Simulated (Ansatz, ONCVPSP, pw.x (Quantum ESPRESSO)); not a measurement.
**pw.x on fcc Ge: one setting changed**

Potential: optimised norm-conserving Vanderbilt (ONCV), ONCVPSP 4.0.1, PBE; core [Ar] 3d10, reference 4s1 4p3; waves: 4s: rc 1.65 bohr, ncon 4, nbas 8, qcut 4.1 1/bohr, 2 projectors, debl 2.9 Ha; 4p: rc 2.05 bohr, ncon 3, nbas 7, qcut 4.3 1/bohr, 2 projectors, debl 1.7 Ha; d scattering state at 0.14 Ha: rc 1.90 bohr, ncon 3, nbas 7, qcut 5.5 1/bohr, 2 projectors, debl 2.3 Ha; local part: polynomial inside 1.25 bohr (lpopt 5, dvloc0 2 Ha); core correction: Teter function, fcfact 4.25, rcfact 1.05.

The reference run (k-mesh 13³, cutoffs 80/320 Ry, Fermi–Dirac 0.01 Ry, mixing_beta 0.4, conv_thr 1e-9, no spin) gives -0.49 GPa at 19.575 Å³/atom, where all-electron LAPW gives 0.01 GPa. This run, with its own iteration cap, changes k-mesh shift to 1.

```
&control
  calculation='scf', prefix='x', pseudo_dir='./', outdir='./tmp', tstress=.true., disk_io='none'
/
&system
  ibrav=0, nat=1, ntyp=1, ecutwfc=80, ecutrho=320, nbnd=9,
  occupations='smearing', smearing='fd', degauss=0.01
/
&electrons
  conv_thr=1e-09, mixing_beta=0.4, electron_maxstep=70
/
ATOMIC_SPECIES
Ge 1.0 Ge.UPF
CELL_PARAMETERS angstrom
  0.00000000 2.13906472 2.13906472
  2.13906472 0.00000000 2.13906472
  2.13906472 2.13906472 0.00000000
ATOMIC_POSITIONS crystal
Ge 0.0000 0.0000 0.0000
K_POINTS automatic
13 13 13 1 1 1
```

```bash
pw.x < Ge.scf.in > Ge.scf.out
```

**Question.** How does the run end?

**Answer.** It converges in 6 iterations; the free energy moves by -2.8 meV/atom and the pressure by +0.05 GPa.

```
Message from routine setup:
     using ibrav=0 with symmetry is DISCOURAGED, use correct ibrav instead
     lattice parameter (alat)  =       5.7166  a.u.
     unit-cell volume          =     132.0986 (a.u.)^3
     number of electrons       =         4.00
     number of Kohn-Sham states=            9
     kinetic-energy cutoff     =      80.0000  Ry
     charge density cutoff     =     320.0000  Ry
     scf convergence threshold =      1.0E-09
     Exchange-correlation= PBE
     number of k points=   231  Fermi-Dirac smearing, width (Ry)=  0.0100
     iteration #  1     ecut=    80.00 Ry     beta= 0.40
     c_bands:  1 eigenvalues not converged
     c_bands:  1 eigenvalues not converged
     c_bands:  1 eigenvalues not converged
     [... 4 repeated lines left out ...]
     total energy              =      -8.44784065 Ry
     estimated scf accuracy    <       0.00335795 Ry
     iteration #  2     ecut=    80.00 Ry     beta= 0.40
     total energy              =      -8.44757055 Ry
     estimated scf accuracy    <       0.00101229 Ry
     iteration #  3     ecut=    80.00 Ry     beta= 0.40
     [... 1 repeated lines left out ...]
     total energy              =      -8.44761712 Ry
     estimated scf accuracy    <       0.00000073 Ry
     iteration #  4     ecut=    80.00 Ry     beta= 0.40
     [... 9 repeated lines left out ...]
     total energy              =      -8.44761975 Ry
     estimated scf accuracy    <          6.1E-09 Ry
     iteration #  5     ecut=    80.00 Ry     beta= 0.40
     [... 1 repeated lines left out ...]
     total energy              =      -8.44761976 Ry
     estimated scf accuracy    <          1.9E-09 Ry
     iteration #  6     ecut=    80.00 Ry     beta= 0.40
     the Fermi energy is     7.4578 ev
!    total energy              =      -8.44761976 Ry
     estimated scf accuracy    <          2.5E-11 Ry
     smearing contrib. (-TS)   =      -0.00211165 Ry
     The total energy is F=E-TS. E is the sum of the following terms:
     one-electron contribution =       3.50441420 Ry
     hartree contribution      =       0.09355111 Ry
     xc contribution           =      -2.96958425 Ry
     ewald contribution        =      -9.07388917 Ry
     convergence has been achieved in   6 iterations
          total   stress  (Ry/bohr**3)                   (kbar)     P=       -4.41
     Message from routine punch:
     Nothing written, as per user request (disk_io='none')
```

The run took about 50 s on one core of a shared host (Intel(R) Xeon(R) Platinum 8488C, 192 threads, 744 GiB, load 124).
